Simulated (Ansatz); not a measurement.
**Straining WSe2**

These are results of Ansatz, DFT PBE+D3(BJ), scalar-relativistic, plane waves, PAW, not measurements. Settings: 420 eV cutoff, 12×12×2 k-mesh, Gaussian smearing of 0.02 eV, no spin polarisation.

Reference structure (relaxed):

```yaml
crystal:
  lattice:
    - [3.27917, 0.00000, 0.00000]
    - [-1.63959, 2.83985, 0.00000]
    - [0.00000, 0.00000, 12.78840]
  atoms:
    - { symbol: W, position: [0.66667, 0.33333, 0.24996] }
    - { symbol: W, position: [0.33333, 0.66667, 0.75004] }
    - { symbol: Se, position: [0.33333, 0.66667, 0.38166] }
    - { symbol: Se, position: [0.66667, 0.33333, 0.88173] }
    - { symbol: Se, position: [0.33333, 0.66667, 0.11827] }
    - { symbol: Se, position: [0.66667, 0.33333, 0.61834] }
```

Deformation: biaxial strain in the a-b plane, with the length and tilt of c and the atoms relaxed, all within the symmetry that the strain leaves. Energies are extrapolated to zero smearing. Stress is positive in compression, on the Cartesian axes of the cell above. Gaps are Kohn–Sham gaps over the whole zone.

Spin-orbit coupling is left out, which matters for the bands and energies of heavy elements.

```tsv
strain (%)	ΔE (meV/atom)	a (Å)	b (Å)	c (Å)	σxx (GPa)	σyy (GPa)	σzz (GPa)	gap (eV)
-4.5	64.9	3.132	3.132	13.021	12.64	12.64	0.00	0.74
-3.0	27.8	3.181	3.181	12.941	7.90	7.90	0.00	0.85
-1.5	?	3.230	3.230	?	?	?	?	?
+0.0	0.0	3.279	3.279	12.788	-0.01	-0.01	0.00	0.87
+1.5	6.3	3.328	3.328	12.717	-3.32	-3.32	0.00	0.86
+3.0	?	3.378	3.378	?	?	?	?	?
+4.5	53.6	3.427	3.427	12.579	-8.93	-8.93	0.01	0.59
```

Task: Fill in the row at -1.5 %.

Result: ΔE 6.7 meV/atom; c 12.863 Å; σxx 3.71 GPa; σyy 3.71 GPa; σzz 0.00 GPa; gap 0.90 eV.

Task: Fill in the row at +3.0 %.

Result: ΔE 24.5 meV/atom; c 12.647 Å; σxx -6.28 GPa; σyy -6.28 GPa; σzz 0.00 GPa; gap 0.81 eV.